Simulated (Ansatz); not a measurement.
# In2As: the cost of one run

Program: Ansatz 0.2.0. Level of theory: DFT PBE, scalar-relativistic, plane waves, PAW. These are calculated values, not measurements.

## Step 1: The starting structure

The structure is hexagonal, space group P-6m2 (No. 187). The conventional cell has a = 2.861 Å, b = 2.861 Å, c = 14.083 Å, α = 90.00°, β = 90.00°, γ = 120.00°. In (site symmetry 3m) is surrounded by 3 As at 2.19 Å. As (site symmetry -6m2) is surrounded by 6 In at 2.19 Å.

As a file:

```xyz
3
Lattice="2.8612 0.0000 0.0000 -1.4306 2.4779 0.0000 0.0000 0.0000 14.0834" Properties=species:S:1:pos:R:3 pbc="T T T"
In    0.0000    1.6519   12.6449
In    0.0000    1.6519    1.4385
As    0.0000    0.0000    0.0000
```

Recipe of the guess: species swapped into a database cell of Te2Mo (P-6m2, No. 187), with In on the Te sites and As on the Mo sites. The dimensions are guesses.

## Step 2: A first look at the guess

input.yaml

```yaml
crystal:
  lattice:
    - [2.86122177, 0.0, 0.0]
    - [-1.43061088, 2.47789074, 0.0]
    - [0.0, 0.0, 14.08340892]
  atoms:
    - { symbol: In, position: [0.33333333, 0.66666667, 0.89785546] }
    - { symbol: In, position: [0.33333333, 0.66666667, 0.10214454] }
    - { symbol: As, position: [0.0, 0.0, 0.0] }
basis:
  ecutwfc: 420
kpoints:
  mp_grid: { grid: [6, 6, 2] }
hamiltonian:
  xc: pbe
scf:
  occupations: { method: gaussian, width: 0.1 }
  lower_state_search: "off"
output:
  forces: true
  stress: true
  eigenvalues: true
```

On the command line:

```bash
> ansatz run input.yaml --threads 1 --pin off --max-ram 2560MiB --backend cpu --events-out ev --progress --plain --runs-dir out
```

Q: Estimate wall time and peak memory on 1 thread of Intel Xeon 6975P-C (Granite Rapids), shared host.

About 2.4 s, with a peak of 0.39 GiB.
